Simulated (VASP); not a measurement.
SrCl$_{2}$ (fluorite), PBE single-point calculation: Ansatz's output and VASP's

```
Sr Cl
1.0
     0.00000    3.49772    3.49772
     3.49772    0.00000    3.49772
     3.49772    3.49772    0.00000
Sr Cl
1 2
Direct
  0.00000 0.00000 0.00000
  0.25000 0.25000 0.25000
  0.75000 0.75000 0.75000
```

Ansatz printed

```
SCF 1 converged in 6 iterations: F = -5710.728431 eV  dr2 = 5.00e-9
  greatest PAW one-centre occupation: 0.986 electrons in one spin orbital (limit 2), on the Sr atom at site 0 (counted from 0), in its partial waves of l = 0
NSCF: frozen V_eff on 7 k-points
SCF converged after 6 iterations
Free energy (F): -5710.728431 eV
Harris-Foulkes:  -5710.728431 eV  (|F-HF|=1.40e-9)
Internal energy: -5710.728431 eV  (E = F + TS)
E sigma→0 (E₀):  -5710.728431 eV
Fermi energy:    5.690927 eV
--- Per-component energies (eV) ---
  E_band       = -148.744676
  E_kinetic    = 568.356347
  E_local      = -1186.933630  (includes V_loc(G=0)·N_el)
  E_nonlocal   = 258.790099
  E_hartree    = 326.735012
  E_xc         = -388.979892
  E_vxc        = -407.889457  (∫ρ·V_xc dr)
  E_paw        = -4013.353888  (= ΣΔE_a)
  E_vpaw       = -34.539827  (= ΣTr[D̂ρ^β])
  E_aug_tail   = 0.000179  (compensation charges beyond the density's cutoff)
  E_ewald      = -1275.342658
  E_smearing   = -0.000000  (= −TS)
  E_closure    = 0.000000  (closes the sum)
  Σ components = -5710.728431   (vs F -5710.728431, Δ=0.00e0)
--- Forces (eV/Å), atoms counted from 1 ---
  atom   1  Sr    -0.00000000     0.00000000     0.00000000
  atom   2  Cl     0.00000000     0.00000000    -0.00000000
  atom   3  Cl     0.00000000     0.00000000    -0.00000000
  max |Σ_I F_I| component: 2.31e-18 eV/Å
--- Stress (GPa, compression-positive) ---
        0.687524       0.000000       0.000000
        0.000000       0.687524       0.000000
        0.000000      -0.000000       0.687524
  P = ⅓ Tr σ = 0.6875 GPa (6.875 kbar)
--- Band table (eV; the first three rows and the last of 16) ---
  k-point 0: bands = ["-29.8265", "-11.8184", "-11.8184", "-11.8184", "-10.2516", "-9.4198", "0.9326", "0.9326", "0.9326", "2.6917", "2.6917", "2.6917", "8.3347", "9.1283", "9.1283", "11.9818"]
  k-point 1: bands = ["-29.8257", "-11.9037", "-11.8217", "-11.8217", "-10.1050", "-9.4750", "1.0324", "1.0324", "1.1135", "2.3855", "2.5457", "2.5457", "8.9228", "9.3321", "9.3321", "11.0086"]
  k-point 2: bands = ["-29.8242", "-12.0393", "-11.8284", "-11.8284", "-9.8937", "-9.5296", "1.2849", "1.2849", "1.4572", "1.8738", "2.2205", "2.2205", "9.6497", "9.6497", "9.8384", "10.9898"]
  k-point 15: bands = ["-29.8224", "-12.0857", "-11.9336", "-11.8506", "-9.6570", "-9.5556", "0.4780", "0.9540", "1.4865", "2.2081", "2.6912", "2.9539", "8.9911", "10.1159", "10.2764", "10.4328"]
```

Datasets and cutoffs are each program's own. VASP's cell holds 24 valence electrons and Ansatz's 24. Ansatz's stress includes a Pulay correction; VASP's doesn't.

Q: What does VASP give for the same cell and level of theory?

A: gap between bands v and c 5.31 eV; least direct gap 5.51 eV; pressure 0.8 GPa.

From OUTCAR

```
k-points           NKPTS =     16   k-points in BZ     NKDIM =     16   number of bands    NBANDS=     19

   NELECT =      24.0000    total number of electrons

   dimension x,y,z NGX =    40 NGY =   40 NGZ =   40
   dimension x,y,z NGXF=    80 NGYF=   80 NGZF=   80

  energy-cutoff  :      520.00
  volume of cell :       85.58
      direct lattice vectors                 reciprocal lattice vectors
     0.000000000  3.497718085  3.497718085    -0.142950343  0.142950343  0.142950343
     3.497718085  0.000000000  3.497718085     0.142950343 -0.142950343  0.142950343
     3.497718085  3.497718085  0.000000000     0.142950343  0.142950343 -0.142950343

 k-points in reciprocal lattice and weights: KPOINTS created by Atomic Simulation Env
   0.00000000  0.00000000  0.00000000       0.005
   0.16666667  0.00000000  0.00000000       0.037
   0.33333333  0.00000000  0.00000000       0.037
   0.50000000  0.00000000  0.00000000       0.019
   0.16666667  0.16666667  0.00000000       0.028
   0.33333333  0.16666667  0.00000000       0.111
   0.50000000  0.16666667  0.00000000       0.111
  -0.33333333  0.16666667  0.00000000       0.111
   ...

 E-fermi :   0.5631

 k-point     1 :       0.0000    0.0000    0.0000
  band No.  band energies     occupation
      1     -32.8135      2.00000
      2     -14.8016      2.00000
      3     -14.8016      2.00000
      4     -14.8016      2.00000
      5     -13.1804      2.00000
      6     -12.3467      2.00000
      7      -1.9980      2.00000
      8      -1.9980      2.00000
      9      -1.9980      2.00000
     10      -0.2340      2.00000
     11      -0.2340      2.00000
     12      -0.2340      2.00000
     13       5.4071      0.00000
     14       6.1994      0.00000
     15       6.1994      0.00000
     16       9.1219      0.00000
     17       9.1219      0.00000
     18       9.1219      0.00000
     19       9.3660      0.00000

 k-point     2 :       0.1667    0.0000    0.0000
  band No.  band energies     occupation
      1     -32.8127      2.00000
      2     -14.8840      2.00000
      3     -14.8050      2.00000
      4     -14.8050      2.00000
      5     -13.0365      2.00000
      6     -12.4024      2.00000
      7      -1.8980      2.00000
      8      -1.8980      2.00000
      9      -1.8162      2.00000
     10      -0.5410      2.00000
     11      -0.3808      2.00000
     12      -0.3808      2.00000
     13       5.9951      0.00000
     14       6.4023      0.00000
     15       6.4023      0.00000
     16       8.1066      0.00000
     17       8.8198      0.00000
     18       8.8198      0.00000
     19       9.8825      0.00000

 k-point     3 :       0.3333    0.0000    0.0000
  band No.  band energies     occupation
      1     -32.8112      2.00000
      2     -15.0161      2.00000
      3     -14.8116      2.00000
      4     -14.8116      2.00000
      5     -12.8250      2.00000
      6     -12.4610      2.00000
      7      -1.6453      2.00000
      8      -1.6453      2.00000
      9      -1.4708      2.00000
     10      -1.0538      2.00000
     11      -0.7069      2.00000
     12      -0.7069      2.00000
     13       6.7158      0.00000
     14       6.7158      0.00000
     15       6.9130      0.00000
     16       8.0743      0.00000
     17       8.6527      0.00000
     18       8.6527      0.00000
     19       9.1704      0.00000

 k-point     4 :       0.5000    0.0000    0.0000
  band No.  band energies     occupation
      1     -32.8105      2.00000
      2     -15.0712      2.00000
      3     -14.8148      2.00000
      4     -14.8148      2.00000
      5     -12.7889      2.00000
      6     -12.4273      2.00000
      7      -1.4428      2.00000
      8      -1.4428      2.00000
      9      -1.3824      2.00000
     10      -1.2035      2.00000
     11      -0.9372      2.00000
     12      -0.9372      2.00000
     13       6.8046      0.00000
     14       6.8046      0.00000
     15       7.5788      0.00000
     16       7.9583      0.00000
     17       8.6829      0.00000
     18       8.6829      0.00000
     19       8.8228      0.00000

 k-point     5 :       0.1667    0.1667    0.0000
  band No.  band energies     occupation
      1     -32.8125      2.00000
      2     -14.9036      2.00000
      3     -14.8095      2.00000
      4     -14.8095      2.00000
      5     -12.9842      2.00000
      6     -12.4248      2.00000
      7      -1.9546      2.00000
      8      -1.9546      2.00000
      9      -1.5617      2.00000
     10      -0.9892      2.00000
     11      -0.2227      2.00000
     12      -0.2227      2.00000
     13       6.0400      0.00000
     14       6.4531      0.00000
     15       6.4582      0.00000
     16       8.3913      0.00000
     17       8.3913      0.00000
     18       8.8637      0.00000
     19       9.0076      0.00000

 ...

  Total        0.4119616      0.4119616      0.4119616      0.0000000     -0.0000000     -0.0000000
  in kB        7.7122821      7.7122821      7.7122821      0.0000000     -0.0000000     -0.0000000
  external PRESSURE =       7.7122821 kB  Pullay stress =       0.0000000 kB

 POSITION                                       TOTAL-FORCE (eV/Angst)
 -----------------------------------------------------------------------------------
      0.00000      0.00000      0.00000        -0.000000      0.000000     -0.000000
      1.74886      1.74886      1.74886         0.000000      0.000000      0.000000
      5.24658      5.24658      5.24658        -0.000000     -0.000000     -0.000000
 -----------------------------------------------------------------------------------
    total drift:                               -0.000000     -0.000000      0.000000

  FREE ENERGIE OF THE ION-ELECTRON SYSTEM (eV)
  ---------------------------------------------------
  free  energy   TOTEN  =       -12.7865014935 eV

  energy  without entropy=      -12.7865014935  energy(sigma->0) =      -12.78650149
```
